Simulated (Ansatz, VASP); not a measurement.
One calculation of P, two programs

```
P
1.0
     1.69050    0.97601    3.06579
    -1.69050    0.97601    3.06579
     0.00000   -1.95202    3.06579
P
2
Direct
  0.77292 0.77292 0.77292
  0.22708 0.22708 0.22708
```

Change from the starting cell: volume scaled by 0.94.

Alike in both runs: task single point; functional PBE; k mesh 9 × 9 × 9; occupations fermi-dirac, width 0.05 eV; no spin polarisation.

|  | VASP | Ansatz |
| --- | --- | --- |
| version | VASP 6.6.1 | Ansatz 0.2.0 |
| potentials or method | VASP PAW PBE potentials, release 64 (P) | Ansatz PAW |
| plane-wave cutoff (eV) | 520 | 420 |
| valence electrons in the cell | 10 | 10 |

|  | VASP | Ansatz | Ansatz less VASP |
| --- | --- | --- | --- |
| gap on the k mesh at the Fermi level (eV) | none | none | - |
| pressure (GPa) | 7.8 | 8.1 | +0.35 |
| largest component of the traceless stress (GPa) | 2.37 | 2.56 | +0.191 |
| rms of the force components (eV/Å) | 0.341 | 0.375 | +0.0340 |

Atom by atom the forces differ by 0.034 eV/Å (rms over components). A gap of «none» marks a metal or a gap that the smearing closes.
